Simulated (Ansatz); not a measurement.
Input:

Starting cell, CsCl (CsCl type):

```
CELL_PARAMETERS angstrom
      8.41053     0.00000     0.00000
      4.20527     4.20527     0.00000
      4.20527     0.00000     4.20527
ATOMIC_POSITIONS crystal
  Cs 0.00000 0.00000 0.00000
  Cs 0.50000 0.00000 0.00000
  Cl 0.75000 0.50000 0.50000
  Cl 0.25000 0.50000 0.50000
```

The atoms are displaced by Q × the pattern below (from a DFPT mode at R = (0.5, 0.5, 0.5), largest move 1; Q in Å), at fixed cell. It is one choice among 3 degenerate patterns. (q is in reciprocal vectors of the primitive cell; the cell shown is doubled to hold the pattern.)

```
atom      x      y       z
----  -----  -----  ------
Cs1   0.000  0.000   1.000
Cs2   0.000  0.000  -1.000
```

Atoms not listed stay in place.

All values below come from PBE (plane waves to 420 eV, PAW, scalar-relativistic; Ansatz, a quantum-chemistry and plane-wave program). k mesh 8×8×8 (Γ-centred), Fermi-Dirac smearing 0.05 eV. Energies are smeared free energies. CsCl was relaxed with its symmetry unable to fall. ΔE is measured from the undisplaced structure.

The scan covers Q from -0.180 to 0.180 Å in 13 points.

**Question.** Which space group does the distorted structure have?

**Answer.** I4/mmm (No. 139), lowered from Pm-3m.

**Question.** What is the energy change at Q = 0.180 Å?

**Answer.** 51.2 meV/cell.

**Question.** What harmonic wavenumber does the curvature at Q = 0 give?

**Answer.** 56 cm⁻¹.

(For displaced atoms, the force is minus the slope of the energy, and its curvature is a force constant, which sets phonon frequencies.)
